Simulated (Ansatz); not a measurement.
## PbS in the rocksalt structure

**What was measured.** A measured cell of cubic PbS (space group Fm-3m) at 200 K, from the Crystallography Open Database (1987, doi:10.1107/S0108270187091509), has a = 5.924 Å and 25.98 Å³/atom.

The computed numbers are results of PBE, scalar-relativistic (no spin polarisation) in the plane-wave PAW code Ansatz at 420 eV, 10×10×10 k-mesh, Gaussian smearing of 0.05 eV. The datasets are Ansatz's generated set soft_2.

```yaml
crystal:
  lattice:
    - [0.00000, 3.00453, 3.00453]
    - [3.00453, 0.00000, 3.00453]
    - [3.00453, 3.00453, 0.00000]
  atoms:
    - { symbol: Pb, position: [0.50000, 0.50000, 0.50000] }
    - { symbol: S, position: [0.00000, 0.00000, 0.00000] }
```

The start was a prototype's sites filled with these elements; the Crystallography Open Database holds the compound in this structure.

The cell above was scaled in volume, its shape and atoms being fixed by the lattice's symmetry. Energies are counted from the cell above.

Cell and atoms are those of this level's equilibrium.

```tsv
V (Å³/atom)	ΔE (meV/atom)	P from the stress (GPa)
25.631	14.92	3.37
26.038	7.67	2.35
26.580	1.84	1.11
27.123	0.00	0.00
27.665	1.73	-1.01
28.207	6.69	-1.91
29.021	19.44	-3.09
29.835	37.73	-4.09
```

Question: Do the energies and the pressures agree? Compare −ΔE/ΔV between neighbouring points (1 meV/Å³ = 0.1602 GPa) with the mean of their pressures.

Answer: 
```
interval (Å³/atom)  −ΔE/ΔV (GPa)  mean P (GPa)
    25.63 to 26.04           2.9           2.9
    26.04 to 26.58           1.7           1.7
    26.58 to 27.12           0.5           0.6
    27.12 to 27.66          -0.5          -0.5
    27.66 to 28.21          -1.5          -1.5
    28.21 to 29.02          -2.5          -2.5
    29.02 to 29.83          -3.6          -3.6
```
They differ by 0.02 GPa at most.

Question: What do the two routes give for V0, B0 and B0′?

Answer: A third-order Birch–Murnaghan fit of the energies: V0 = 27.12 Å³/atom, B0 = 53 GPa, B0′ = 4.4. A polynomial of P in ln V, with B = −dP/d ln V at P = 0: V0 = 27.12 Å³/atom, B0 = 53 GPa, B0′ = 4.4.

B0·V0 = 52.8 GPa × 27.12 Å³ = 8.94 eV/atom sets the scale: near the minimum ΔE ≈ ½ B0 V0 x², with x = V/V0 − 1, and a pressure of 0.5 GPa squeezes the volume by about 1 %. At the ends of the curve: x = −5.5 % predicts 13.5 meV/atom and the run gives 14.9; x = +10.0 % predicts 44.8 meV/atom and the run gives 37.7. Compression costs more and expansion less than the parabola says, since the crystal stiffens as it shrinks; B0′ measures that.

**Against experiment.** PBE gives 6.009 Å and 27.12 Å³/atom, +4.4 % in volume (+1.4 % in length) from the database's cell. PBE usually overestimates volumes by a few per cent. Spin–orbit coupling, left out, also moves the volume of such heavy elements' compounds.

No spin–orbit coupling, a notable omission for heavy elements.
